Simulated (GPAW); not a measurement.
Consider GaP (F-43m).

```
Ga P
1.0
     0.00000    2.72525    2.72525
     2.72525    0.00000    2.72525
     2.72525    2.72525    0.00000
Ga P
1 1
Direct
  0.00000 0.00000 0.00000
  0.75000 0.75000 0.75000
```

Absorber: atom 2, with 4 Ga at 2.36 Å (tetrahedral, site symmetry -43m). Method: GPAW, PBE, full core hole (charged cell), 8-atom cell with 5.5 Å between holes, 5×5×5 k points, dipole transitions, Gaussian full width 0.9 eV up to 4 eV, rising linearly to 3.5 eV at 25 eV.

Q: Where do the maxima of the P K edge fall?

Main maxima up to 24 eV above the zero (height): 1.3 eV (1.67), 3.8 eV (1.96), 7.2 eV (1.33), 12.8 eV (1.02) and 15.7 eV (0.86). A K edge sees empty p states on the absorber. The total-energy difference plus the lowest empty eigenvalue puts the zero at 2155.39 eV. One term is added: -15.96 eV, since the hole is spin-paired here and a spin-polarised one costs that much less in the free atom (computed apart). The photon energy is then 2139.43 eV. The functional and the charged cell's background leave an error of a few eV in such absolute values.

The P K spectrum (energy from the lowest empty level; intensity scaled to a mean of 1 over the first 20 eV):

| E (eV) | intensity |
| --- | --- |
| -2.0 | 0.00 |
| -1.5 | 0.00 |
| -1.0 | 0.00 |
| -0.5 | 0.01 |
| 0.0 | 0.11 |
| 0.5 | 0.59 |
| 1.0 | 1.48 |
| 1.5 | 1.58 |
| 2.0 | 1.22 |
| 2.5 | 1.13 |
| 3.0 | 1.50 |
| 3.5 | 1.79 |
| 4.0 | 1.90 |
| 4.5 | 1.27 |
| 5.0 | 0.97 |
| 5.5 | 0.95 |
| 6.0 | 1.08 |
| 6.5 | 1.19 |
| 7.0 | 1.31 |
| 7.5 | 1.28 |
| 8.0 | 1.09 |
| 8.5 | 0.95 |
| 9.0 | 0.85 |
| 9.5 | 0.78 |
| 10.0 | 0.76 |
| 10.5 | 0.75 |
| 11.0 | 0.73 |
| 11.5 | 0.77 |
| 12.0 | 0.89 |
| 12.5 | 1.00 |
| 13.0 | 1.02 |
| 13.5 | 0.94 |
| 14.0 | 0.86 |
| 14.5 | 0.82 |
| 15.0 | 0.83 |
| 15.5 | 0.85 |
| 16.0 | 0.85 |
| 16.5 | 0.82 |
| 17.0 | 0.78 |
| 17.5 | 0.76 |
| 18.0 | 0.76 |
| 18.5 | 0.78 |
| 19.0 | 0.78 |
| 19.5 | 0.78 |
| 20.0 | 0.76 |
| 20.5 | 0.73 |
| 21.0 | 0.70 |
| 21.5 | 0.67 |
| 22.0 | 0.66 |
| 22.5 | 0.67 |
| 23.0 | 0.71 |
| 23.5 | 0.77 |
| 24.0 | 0.83 |
| 24.5 | 0.89 |
| 25.0 | 0.91 |
| 25.5 | 0.90 |
| 26.0 | 0.86 |
| 26.5 | 0.81 |
| 27.0 | 0.77 |
| 27.5 | 0.74 |
| 28.0 | 0.73 |
| 28.5 | 0.72 |
| 29.0 | 0.70 |

The holes are only 5.5 Å apart, so the shape is probably not converged with cell size; no larger cell was run here. The mesh is coarse (0.23 Å⁻¹ between points), so small maxima may be mesh ripples. The structure is a published determination, not relaxed.

[Banner, clock and machine lines of the logs are left out without a mark of their own.]

[Logs are printed without paths, hosts, clocks, repeated set-up lines and the standing remarks that a program may print on its own settings, such as how far it seeks lower states.]

[Hosts, paths, dates, database ids (printed as entryN), source tags and the programs' standing remarks are cut or masked in the printed files.]

[Lists of maxima count a maximum above −3 eV only where it reaches 4 % of the highest in the window and stands out from its surroundings by 2 % of it (1.5 % where it reaches 55 %); shoulders and weaker maxima are passed over, and of the rest the first, up to two pre-edge ones and the few strongest are named.]
